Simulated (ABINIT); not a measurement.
# PtSe2 (Sudovikovite) (P-3m1) in ABINIT: further runs

Aim: see how the results for PtSe2 (Sudovikovite) move with the level of theory and the settings. Levels: LDA-PZ, PBEsol, revPBE. Tasks: band structure.

All numbers are computed with ABINIT 10.8.3 (patched build); they aren't measurements. Logs are shortened: lines on timing, memory, paths and dates and some standing lists are left out, and cuts for length are marked. The log counts tension as positive stress, the text compression.

### Step 1. The crystal as given

Symmetry: P-3m1, No. 164, trigonal system. The conventional cell has a = 3.724 Å, b = 3.724 Å, c = 5.062 Å, α = 90.00°, β = 90.00°, γ = 120.00°. Pt (site symmetry -3m) is surrounded by 6 Se at 2.49 Å. Se (site symmetry 3m) has 3 Pt at 2.49 Å as nearest neighbours.

### Step 2. Band structure, LDA-PZ

run.abi reads:

```
ndtset 2

pp_dirpath "./"
pseudos "Pt.LDA_PW-JTH.xml, Se.LDA_PW-JTH.xml"

acell 3.724 3.724 5.062 Angstrom
rprim
     1.0000000000     0.0000000000     0.0000000000
    -0.5000000000     0.8660254038     0.0000000000
     0.0000000000     0.0000000000     1.0000000000
ntypat 2
znucl 78 34
natom 3
typat 1 2 2
xred
     0.0000000000     0.0000000000     0.0000000000
     0.6666666667     0.3333333333     0.7500000000
     0.3333333333     0.6666666667     0.2500000000

ecut 20.0
pawecutdg 40.0

ixc 2

occopt 3
tsmear 0.05 eV

nstep 100

iomode 3
prtwf 0
prteig 0
prtebands 0
enunit 1
prtden1 1

kptopt1 1
ngkpt1 8 8 5
nshiftk1 1
shiftk1 0.0 0.0 0.0
nband1 15
tolvrs1 1.0e-9

iscf2 -2
getden2 1
nband2 19
nbdbuf2 2
tolwfr2 1.0e-12
kptopt2 -7
ndivsm2 6
prteig2 1
prtvol2 -3
kptbounds2
     0.0000000000     0.0000000000     0.0000000000
     0.5000000000     0.0000000000     0.0000000000
     0.3333333333     0.3333333333     0.0000000000
     0.0000000000     0.0000000000     0.0000000000
     0.0000000000     0.0000000000     0.5000000000
     0.5000000000     0.0000000000     0.5000000000
     0.3333333333     0.3333333333     0.5000000000
     0.0000000000     0.0000000000     0.5000000000
```

Potentials or basis: JTH PAW LDA v2.0.

The run is started by

```console
$ abinit run.abi > log 2>&1
```

run.abo:

```text
.Version 10.8.3 of ABINIT
 DATASET    1 : space group P-3 m 1 (#164); Bravais hP (primitive hexag.)
================================================================================
 Values of the parameters that define the memory need for DATASET  1.
     intxc =       0    ionmov =       0      iscf =      17    lmnmax =      18
     lnmax =       6     mgfft =      40  mpssoang =       3    mqgrid =    3001
     natom =       3  nloc_mem =       2    nspden =       1   nspinor =       1
    nsppol =       1      nsym =      12    n1xccc =       1    ntypat =       2
    occopt =       3   xclevel =       1
       mpw =        1781          nfft =       36000          nkpt =          40
 PAW method is used; the additional fine FFT grid is defined by:
   mgfftf=        60    nfftf =    121500
================================================================================
================================================================================

 DATASET    2 : space group P-3 m 1 (#164); Bravais hP (primitive hexag.)
================================================================================
 Values of the parameters that define the memory need for DATASET  2.
     intxc =       0    ionmov =       0      iscf =      -2    lmnmax =      18
     lnmax =       6     mgfft =      40  mpssoang =       3    mqgrid =    3001
     natom =       3  nloc_mem =       2    nspden =       1   nspinor =       1
    nsppol =       1      nsym =      12    n1xccc =       1    ntypat =       2
    occopt =       3   xclevel =       1
       mpw =        1787          nfft =       36000          nkpt =          64
 PAW method is used; the additional fine FFT grid is defined by:
   mgfftf=        60    nfftf =    121500
================================================================================
================================================================================

--------------------------------------------------------------------------------
------------- Echo of variables that govern the present computation ------------
--------------------------------------------------------------------------------
 -outvars: echo values of preprocessed input variables --------
            acell      7.0373400929E+00  7.0373400929E+00  9.5657936493E+00 Bohr
              amu      1.95080000E+02  7.89600000E+01
             ecut      2.00000000E+01 Hartree
           enunit           1
           getden1          0
           getden2          1
             iscf1         17
             iscf2         -2
              ixc           2
           jdtset        1    2
           kptopt1          1
           kptopt2         -7
         kptrlatt        8    0    0      0    8    0      0    0    5
          kptrlen1     4.78289682E+01
          kptrlen2     3.00000000E+01
            natom           3
            nband1         15
            nband2         19
           nbdbuf1          0
           nbdbuf2          2
           ndtset           2
           ndivsm1          0
           ndivsm2          6
            ngfft          30      30      40
          ngfftdg          45      45      60
             nkpt1         40
             nkpt2         64
            nstep         100
             nsym          12
           ntypat           2
           occopt           3
        pawecutdg      4.00000000E+01 Hartree
        prtebands           0
           prteig1          0
           prteig2          1
           prtvol1          0
           prtvol2         -3
            prtwf           0
            rprim      1.0000000000E+00  0.0000000000E+00  0.0000000000E+00
                      -5.0000000000E-01  8.6602540380E-01  0.0000000000E+00
                       0.0000000000E+00  0.0000000000E+00  1.0000000000E+00
           shiftk1     0.00000000E+00  0.00000000E+00  0.00000000E+00
           shiftk2     5.00000000E-01  5.00000000E-01  5.00000000E-01
          spgroup         164
           tolvrs1     1.00000000E-09
           tolvrs2     0.00000000E+00
           tolwfr1     0.00000000E+00
           tolwfr2     1.00000000E-12
           tsmear      1.83746611E-03 Hartree
            typat      1  2  2
           useylm           1
           xangst      0.0000000000E+00  0.0000000000E+00  0.0000000000E+00
                       1.8620000000E+00  1.0750262013E+00  3.7965000000E+00
                      -4.7130603527E-17  2.1500524025E+00  1.2655000000E+00
            xcart      0.0000000000E+00  0.0000000000E+00  0.0000000000E+00
                       3.5186700464E+00  2.0315050985E+00  7.1743452370E+00
                      -8.9063932814E-17  4.0630101971E+00  2.3914484123E+00
             xred      0.0000000000E+00  0.0000000000E+00  0.0000000000E+00
                       6.6666666667E-01  3.3333333333E-01  7.5000000000E-01
                       3.3333333333E-01  6.6666666667E-01  2.5000000000E-01
            znucl       78.00000   34.00000

================================================================================
[... 8 lines left out ...]
--- !DatasetInfo
iteration_state: {dtset: 1, }
dimensions: {natom: 3, nkpt: 40, mband: 15, nsppol: 1, nspinor: 1, nspden: 1, mpw: 1781, }
[... 228 lines left out ...]
 Unit cell volume ucvol=  4.1026902E+02 bohr^3
 Angles (23,13,12)=  9.00000000E+01  9.00000000E+01  1.20000000E+02 degrees

 Coarse grid specifications (used for wave-functions):

 getcut: wavevector=  0.0000  0.0000  0.0000  ngfft=  30  30  40
         ecut(hartree)=     20.000   => boxcut(ratio)=   2.07711

 Fine grid specifications (used for densities):

 getcut: wavevector=  0.0000  0.0000  0.0000  ngfft=  45  45  60
         ecut(hartree)=     40.000   => boxcut(ratio)=   2.19608
--------------------------------------------------------------------------------

================================================================================
 Non-SCF case, kpt    1 (  0.00000  0.00000  0.00000), residuals and eigenvalues=
  7.01E-13  5.10E-13  6.87E-13  5.09E-13  6.88E-13  7.24E-13  6.21E-13  6.44E-13
  9.53E-13  6.83E-13  7.46E-13  5.15E-13  7.54E-13  4.57E-13  9.66E-13  7.90E-13
  5.48E-13  1.17E-05  5.50E-06
 -4.4657E-01 -3.4331E-01 -1.3240E-01 -1.0617E-01 -1.0617E-01 -1.4577E-02
 -1.4577E-02  3.8455E-02  9.3981E-02  9.3981E-02  1.4799E-01  1.8534E-01
  1.8534E-01  2.6210E-01  2.7900E-01  4.0112E-01  4.0112E-01  5.6752E-01
  5.9135E-01
 Non-SCF case, kpt    2 (  0.05000  0.00000  0.00000), residuals and eigenvalues=
  9.08E-13  4.52E-13  8.72E-13  9.70E-13  6.95E-13  5.52E-13  8.60E-13  8.31E-13
  9.14E-13  7.39E-13  9.43E-13  4.28E-13  8.16E-13  8.00E-13  4.41E-13  5.57E-13
[... 487 lines left out ...]
  9.82E-13  5.18E-13  8.25E-13  4.72E-13  4.78E-13  9.98E-13  8.04E-13  7.39E-13
  6.85E-13  6.07E-10  8.34E-06
 -4.2450E-01 -3.8344E-01 -1.0549E-01 -1.0375E-01 -6.6891E-02 -1.7212E-02
 -1.6718E-02  2.5862E-02  5.3734E-02  7.8874E-02  9.2525E-02  2.0790E-01
  2.1334E-01  3.1347E-01  3.5374E-01  3.8493E-01  3.8632E-01  4.5123E-01
  4.9066E-01
 Non-SCF case, kpt   64 (  0.00000  0.00000  0.50000), residuals and eigenvalues=
  6.83E-13  8.65E-13  5.76E-13  8.27E-13  6.56E-13  8.26E-13  6.01E-13  3.50E-13
  6.75E-13  4.45E-13  5.47E-13  5.71E-13  6.31E-13  8.92E-13  4.82E-13  7.26E-13
  7.83E-13  1.17E-11  5.25E-06
 -4.2542E-01 -3.8359E-01 -1.0432E-01 -1.0432E-01 -6.7341E-02 -1.5751E-02
 -1.5751E-02  2.2826E-02  6.9157E-02  7.8064E-02  7.8064E-02  2.1659E-01
  2.1659E-01  3.0707E-01  3.6004E-01  3.8141E-01  3.8141E-01  4.6229E-01
  4.8233E-01

--- !ResultsGS
iteration_state: {dtset: 2, }
comment   : Summary of ground state results
lattice_vectors:
- [  7.0373401,   0.0000000,   0.0000000, ]
- [ -3.5186700,   6.0945153,   0.0000000, ]
- [  0.0000000,   0.0000000,   9.5657936, ]
lattice_lengths: [   7.03734,    7.03734,    9.56579, ]
lattice_angles: [ 90.000,  90.000, 120.000, ] # degrees, (23, 13, 12)
lattice_volume:   4.1026902E+02
convergence: {deltae:  0.000E+00, res2:  0.000E+00, residm:  9.994E-13, diffor:  0.000E+00, }
etotal    :  -4.65800742E+01
entropy   :   0.00000000E+00
fermie    :   1.33102883E-01
cartesian_stress_tensor: null
pressure_GPa: null
xred      :
- [  0.0000E+00,   0.0000E+00,   0.0000E+00, Pt]
- [  6.6667E-01,   3.3333E-01,   7.5000E-01, Se]
- [  3.3333E-01,   6.6667E-01,   2.5000E-01, Se]
cartesian_forces: null
force_length_stats: {min: null, max: null, mean: null, }
...

 Integrated electronic density in atomic spheres:
 ------------------------------------------------
 Atom  Sphere_radius  Integrated_density
    1        2.51622          8.73730574
    2        2.21132          3.93242211
    3        2.21132          3.93242211

================================================================================

 ----iterations are completed or convergence reached----

 Mean square residual over all n,k,spin=   69.832E-14; max=  99.944E-14
 reduced coordinates (array xred) for    3 atoms
       0.000000000000      0.000000000000      0.000000000000
       0.666666666667      0.333333333333      0.750000000000
       0.333333333333      0.666666666667      0.250000000000

 cartesian coordinates (angstrom) at end:
    1      0.00000000000000     0.00000000000000     0.00000000000000
    2      1.86200000000000     1.07502620125040     3.79650000000000
    3     -0.00000000000000     2.15005240250080     1.26550000000000
 length scales=  7.037340092881  7.037340092881  9.565793649345 bohr
              =  3.724000000000  3.724000000000  5.062000000000 angstroms
 Eigenvalues (   eV  ) for nkpt=  64  k points:
 kpt#   1, nband= 19, wtk=  1.00000, kpt=  0.0000  0.0000  0.0000 (reduced coord)
 -12.15171   -9.34194   -3.60278   -2.88915   -2.88915   -0.39666   -0.39666    1.04640
   2.55735    2.55735    4.02711    5.04347    5.04347    7.13206    7.59185   10.91495
  10.91495   15.44302   16.09136
 kpt#   2, nband= 19, wtk=  1.00000, kpt=  0.0500  0.0000  0.0000 (reduced coord)
 -12.12345   -9.35466   -3.56896   -2.87059   -2.86899   -0.43349   -0.41765    0.98954
   2.43595    2.53265    3.95483    4.95679    5.04800    7.37426    7.77264   10.78749
  11.01292   14.95148   15.34858
 kpt#   3, nband= 19, wtk=  1.00000, kpt=  0.1000  0.0000  0.0000 (reduced coord)
 -12.03968   -9.39175   -3.46919   -2.81665   -2.80887   -0.55463   -0.47453    0.81418
   2.16825    2.45125    3.69959    4.86486    5.07226    7.89343    8.25898   10.51896
  11.28829   13.87946   14.61024
 kpt#   4, nband= 19, wtk=  1.00000, kpt=  0.1500  0.0000  0.0000 (reduced coord)
 -11.90344   -9.45025   -3.30940   -2.73189   -2.70882   -0.79368   -0.55077    0.55145
   1.90986    2.30034    3.27904    4.87818    5.13639    8.39229    8.83423   10.42738
  11.67788   12.96363   13.83851
 kpt#   5, nband= 19, wtk=  1.00000, kpt=  0.2000  0.0000  0.0000 (reduced coord)
[... 225 lines left out ...]
   1.23765    2.29528    3.14053    4.48790    5.23327    9.04575    9.22773   10.99244
  11.22770   11.71269   13.54235
 kpt#  62, nband= 19, wtk=  1.00000, kpt=  0.0556  0.0556  0.5000 (reduced coord)
 -11.47705  -10.42169   -2.95140   -2.77905   -1.78967   -0.57757   -0.54213    0.92882
   0.98562    2.20692    2.91775    5.11678    5.55830    8.88425    9.30882   10.69393
  10.88422   11.84008   13.53415
 kpt#  63, nband= 19, wtk=  1.00000, kpt=  0.0278  0.0278  0.5000 (reduced coord)
 -11.55122  -10.43392   -2.87044   -2.82325   -1.82018   -0.46835   -0.45493    0.70374
   1.46217    2.14626    2.51774    5.65734    5.80532    8.53005    9.62580   10.47456
  10.51217   12.27860   13.35151
 kpt#  64, nband= 19, wtk=  1.00000, kpt=  0.0000  0.0000  0.5000 (reduced coord)
 -11.57632  -10.43812   -2.83878   -2.83878   -1.83245   -0.42861   -0.42861    0.62112
   1.88186    2.12424    2.12424    5.89366    5.89366    8.35582    9.79719   10.37870
  10.37870   12.57949   13.12474

== END DATASET(S) ==============================================================
================================================================================

 -outvars: echo values of variables after computation  --------
            acell      7.0373400929E+00  7.0373400929E+00  9.5657936493E+00 Bohr
           etotal1    -4.6580074160E+01
            fcart1    -0.0000000000E+00 -0.0000000000E+00 -2.8912057933E-19
                      -3.0609806405E-28 -5.3017739903E-28 -5.3867286305E-03
                       3.0609806405E-28  5.3017739903E-28  5.3867286305E-03
            rprim      1.0000000000E+00  0.0000000000E+00  0.0000000000E+00
                      -5.0000000000E-01  8.6602540380E-01  0.0000000000E+00
                       0.0000000000E+00  0.0000000000E+00  1.0000000000E+00
           strten1    -1.1718610550E-05 -1.1718610982E-05  2.9421074777E-05
                       0.0000000000E+00  0.0000000000E+00  0.0000000000E+00
           xangst      0.0000000000E+00  0.0000000000E+00  0.0000000000E+00
                       1.8620000000E+00  1.0750262013E+00  3.7965000000E+00
                      -4.7130603527E-17  2.1500524025E+00  1.2655000000E+00
             xred      0.0000000000E+00  0.0000000000E+00  0.0000000000E+00
                       6.6666666667E-01  3.3333333333E-01  7.5000000000E-01
                       3.3333333333E-01  6.6666666667E-01  2.5000000000E-01
 Calculation completed.
```

Run time: 97 s. Hardware: 1 thread of Arm Neoverse V2, shared host; peak memory 0.13 GiB.

Results:

```yaml
Free_energy: -1267.5084 eV
Pressure: -0.1 GPa
Largest_force: 0.277 eV/Å
Band_gap_on_the_k_mesh: none (metal or under the smearing width)
```

Forces in eV/Å, atoms in the order of the input:
```
Pt   0.000  0.000  0.000
Se   0.000  0.000 -0.277
Se   0.000  0.000  0.277
```

Stress tensor (GPa, compression positive):
```
 0.34  0.00  0.00
 0.00  0.34  0.00
 0.00  0.00 -0.87
```

Levels at the corners of the path, in eV from the Fermi level:
```csv
point,band 7,band 8,band 9,band 10,band 11,band 12,band 13,band 14,band 15,band 16
Γ,-4.02,-2.58,-1.06,-1.06,0.41,1.42,1.42,3.51,3.97,7.29
M,-3.74,-3.56,-3.49,-3.42,-3.01,0.60,2.32,4.70,5.76,7.00
K,-4.77,-3.77,-2.70,-1.84,-1.84,-0.05,-0.05,3.97,7.55,8.79
Γ,-4.02,-2.58,-1.06,-1.06,0.41,1.42,1.42,3.51,3.97,7.29
A,-4.05,-3.00,-1.74,-1.50,-1.50,2.27,2.27,4.73,6.18,6.76
L,-3.54,-3.51,-3.23,-2.86,-1.39,0.95,1.45,4.48,4.67,7.17
H,-4.55,-4.23,-3.66,-2.51,-2.51,1.97,1.97,6.48,7.25,7.25
A,-4.05,-3.00,-1.74,-1.50,-1.50,2.27,2.27,4.73,6.18,6.76
```

Caveat: spin-orbit coupling is left out, which moves the levels of the heavy elements; the atomic spheres overlap.

[end of part 1 of 2]
